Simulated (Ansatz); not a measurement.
# Au: a single-point run

Wanted: a converged single-point run for Au, and a check of what comes out. The structure is shown as the input types it.

Computed with Ansatz 0.2.0 (DFT, PBE, all-electron LAPW, scalar-relativistic, unless a step's input says otherwise).

## 1. The structure to begin with

Symmetry: P6_3/mmc, No. 194, hexagonal system. Conventional cell: a = 2.900 Å, b = 2.900 Å, c = 4.880 Å, α = 90.00°, β = 90.00°, γ = 120.00°. Around Au (site symmetry -6m2) lie 12 Au at 2.90 to 2.96 Å.

Structure file:

```
CELL_PARAMETERS angstrom
2.90000 0.00000 0.00000
-1.45000 2.51147 0.00000
0.00000 0.00000 4.88000
ATOMIC_POSITIONS crystal
Au 0.33333 0.66667 0.75000
Au 0.66667 0.33333 0.25000
```

## 2. The calculation

Contents of input.yaml:

```yaml
crystal:
  lattice:
    - [2.8999984104, 0.0, 0.0]
    - [-1.4499992052, 2.5114722944, 0.0]
    - [0.0, 0.0, 4.88]
  atoms:
    - { symbol: Au, position: [0.3333333333, 0.6666666667, 0.75] }
    - { symbol: Au, position: [0.6666666667, 0.3333333333, 0.25] }
kpoints:
  mp_grid: { grid: [14, 14, 8] }
scf:
  occupations: { method: fermi_dirac, width: 0.03 }
  max_iter: 60
hamiltonian:
  xc: pbe
  pseudopotentials:
    kind: all_electron
    lapw: { basis_error: 0.0005, muffin_tin_radii: { Au: 1.218 } }
output:
  forces: true
  stress: true
  eigenvalues: true
total_charge: 10
```

Launch:

```
$ ansatz run input.yaml --threads 1 --pin off --max-ram 2048MiB --backend cpu --events-out ev --progress --plain --runs-dir out
```

Q: Will this input give a usable result? If not, why, and what should change?

This run ends as converged. It gives a pressure of -70 GPa, which is large.

The suspect setting: total_charge is 10. The net charge is not the one intended, so the run treats another number of electrons.

Run again and compare: delete total_charge (the default then holds).
